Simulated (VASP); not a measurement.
Method: revPBE GGA, VASP's PBE PAW potentials (set 64) (plane waves; VASP).

VASP ran on this input.

**POSCAR**
```
CsCl
1
    4.1200000000     0.0000000000     0.0000000000
    0.0000000000     4.1200000000     0.0000000000
    0.0000000000     0.0000000000     4.1200000000
Cs Cl
1 1
Direct
  0.0000000000   0.0000000000   0.0000000000
  0.5000000000   0.5000000000   0.5000000000
```

**KPOINTS**
```
K-points
0
G
  6 6 6
0 0 0
```

INCAR:
```
# general
SYSTEM   =  CsCl
PREC     =  Accurate
ENCUT    =  520
LREAL    =  .False.
LASPH    =  .True.

# electronic loop
EDIFF    =  1E-6
NELM     =  100
ALGO     =  Normal
LMAXMIX  =  4

# smearing
ISMEAR   =  0
SIGMA    =  0.05

# functional
GGA      =  RE

# ions
IBRION   =  2
NSW      =  60
ISIF     =  3
EDIFFG   =  -0.01

# output
LWAVE    =  .False.
LCHARG   =  .False.
```

POTCAR, in this order: Cs_sv Cl (PBE.64 set). Program: vasp_std.

The resulting files:

File OSZICAR:
```
       N       E                     dE             d eps       ncg     rms          rms(c)
DAV:   1     0.966295446863E+02    0.96630E+02   -0.68532E+03   480   0.114E+03
DAV:   2     0.197880348730E+00   -0.96432E+02   -0.88378E+02   716   0.191E+02
DAV:   3    -0.642985666839E+01   -0.66277E+01   -0.66016E+01   596   0.566E+01
DAV:   4    -0.649895151844E+01   -0.69095E-01   -0.69059E-01   576   0.686E+00
DAV:   5    -0.649992477831E+01   -0.97326E-03   -0.97320E-03   600   0.826E-01    0.252E+00
DAV:   6    -0.612528499504E+01    0.37464E+00   -0.64589E-01   544   0.469E+00    0.204E+00
DAV:   7    -0.608613964255E+01    0.39145E-01   -0.23565E-01   648   0.280E+00    0.120E+00
DAV:   8    -0.609361357533E+01   -0.74739E-02   -0.20597E-02   548   0.114E+00    0.151E-01
DAV:   9    -0.609494644782E+01   -0.13329E-02   -0.43106E-03   576   0.459E-01    0.127E-01
DAV:  10    -0.609534462344E+01   -0.39818E-03   -0.51405E-04   540   0.206E-01    0.171E-02
DAV:  11    -0.609537630591E+01   -0.31682E-04   -0.59964E-05   632   0.601E-02    0.765E-03
DAV:  12    -0.609537936949E+01   -0.30636E-05   -0.18017E-05   540   0.318E-02    0.499E-03
DAV:  13    -0.609537905454E+01    0.31495E-06   -0.58492E-07   424   0.630E-03
   1 F= -.60953791E+01 E0= -.60953791E+01  d E =-.609538E+01
       N       E                     dE             d eps       ncg     rms          rms(c)
DAV:   1    -0.673254909270E+01   -0.63717E+00   -0.11084E+01   480   0.221E+01    0.393E+00
DAV:   2    -0.625324450640E+01    0.47930E+00   -0.82076E-01   492   0.549E+00    0.137E+00
DAV:   3    -0.616017572873E+01    0.93069E-01   -0.25080E-01   484   0.306E+00    0.732E-01
DAV:   4    -0.615508338785E+01    0.50923E-02   -0.18262E-02   528   0.887E-01    0.167E-01
DAV:   5    -0.615506248993E+01    0.20898E-04   -0.11168E-03   516   0.228E-01    0.109E-01
DAV:   6    -0.615511121697E+01   -0.48727E-04   -0.10374E-04   516   0.885E-02    0.388E-02
DAV:   7    -0.615511141111E+01   -0.19415E-06   -0.31251E-05   544   0.371E-02    0.948E-03
DAV:   8    -0.615511593141E+01   -0.45203E-05   -0.29334E-06   524   0.163E-02    0.102E-03
DAV:   9    -0.615511587291E+01    0.58493E-07   -0.10808E-07   304   0.285E-03
   2 F= -.61551159E+01 E0= -.61551159E+01  d E =-.597368E-01
       N       E                     dE             d eps       ncg     rms          rms(c)
DAV:   1    -0.658557833993E+01   -0.43046E+00   -0.78536E+00   480   0.185E+01    0.333E+00
DAV:   2    -0.624197713739E+01    0.34360E+00   -0.60253E-01   496   0.464E+00    0.114E+00
DAV:   3    -0.617764614188E+01    0.64331E-01   -0.17206E-01   484   0.251E+00    0.611E-01
DAV:   4    -0.617372466221E+01    0.39215E-02   -0.13609E-02   524   0.751E-01    0.140E-01
DAV:   5    -0.617371752305E+01    0.71392E-05   -0.77091E-04   532   0.188E-01    0.892E-02
DAV:   6    -0.617375075504E+01   -0.33232E-04   -0.76284E-05   524   0.770E-02    0.282E-02
DAV:   7    -0.617375054354E+01    0.21150E-06   -0.21279E-05   532   0.291E-02    0.762E-03
DAV:   8    -0.617375433178E+01   -0.37882E-05   -0.20297E-06   492   0.131E-02    0.798E-04
DAV:   9    -0.617375425779E+01    0.73990E-07   -0.93366E-08   296   0.272E-03
   3 F= -.61737543E+01 E0= -.61737543E+01  d E =-.783752E-01
       N       E                     dE             d eps       ncg     rms          rms(c)
DAV:   1    -0.619952709160E+01   -0.25773E-01   -0.47614E-01   480   0.462E+00    0.840E-01
DAV:   2    -0.617866583499E+01    0.20861E-01   -0.37119E-02   496   0.114E+00    0.281E-01
DAV:   3    -0.617487863670E+01    0.37872E-02   -0.10010E-02   492   0.604E-01    0.156E-01
DAV:   4    -0.617459860167E+01    0.28004E-03   -0.86109E-04   532   0.187E-01    0.367E-02
DAV:   5    -0.617459510726E+01    0.34944E-05   -0.46051E-05   536   0.466E-02    0.213E-02
DAV:   6    -0.617459388460E+01    0.12227E-05   -0.43100E-06   524   0.182E-02    0.555E-03
DAV:   7    -0.617459369398E+01    0.19062E-06   -0.70177E-07   312   0.544E-03
   4 F= -.61745937E+01 E0= -.61745937E+01  d E =-.792146E-01
```

OUTCAR:
```
------------------------ aborting loop because EDIFF is reached ----------------------------------------
  FORCE on cell =-STRESS in cart. coord.  units (eV):
  Direction    XX          YY          ZZ          XY          YZ          ZX
  --------------------------------------------------------------------------------------
  Total        0.0098243      0.0098243      0.0098243      0.0000000      0.0000000     -0.0000000
  in kB        0.1924024      0.1924024      0.1924024      0.0000000      0.0000000     -0.0000000
  external PRESSURE =       0.1924024 kB  Pullay stress =       0.0000000 kB
  volume of cell :       81.81
      direct lattice vectors                 reciprocal lattice vectors
     4.341114925  0.000000000  0.000000000     0.230355569  0.000000000  0.000000000
     0.000000000  4.341114925  0.000000000     0.000000000  0.230355569  0.000000000
    -0.000000000  0.000000000  4.341114925    -0.000000000  0.000000000  0.230355569
 POSITION                                       TOTAL-FORCE (eV/Angst)
 -----------------------------------------------------------------------------------
      0.00000      0.00000      0.00000         0.000000      0.000000      0.000000
      2.17056      2.17056      2.17056        -0.000000      0.000000      0.000000
 -----------------------------------------------------------------------------------
    total drift:                                0.000000      0.000000     -0.000000
  FREE ENERGIE OF THE ION-ELECTRON SYSTEM (eV)
  ---------------------------------------------------
  free  energy   TOTEN  =        -6.1745936940 eV

  energy  without entropy=       -6.1745936940  energy(sigma->0) =       -6.17459369

 reached required accuracy - stopping structural energy minimisation
```
(Selected blocks of OUTCAR.)

### CONTCAR
```
CsCl
   1.00000000000000
     4.3411149252560106    0.0000000000000000    0.0000000000000000
     0.0000000000000000    4.3411149252560106    0.0000000000000000
    -0.0000000000000000    0.0000000000000000    4.3411149252560106
  Cs              Cl
     1     1
Direct
     0.0000000000000000    0.0000000000000000    0.0000000000000000
     0.5000000000000000    0.5000000000000000    0.5000000000000000
```

Energy and stress use the plane-wave basis of the starting cell.

The compound is CsCl in the CsCl type structure. This run relaxes it. Symmetry was kept, so distortions that lower it aren't found.
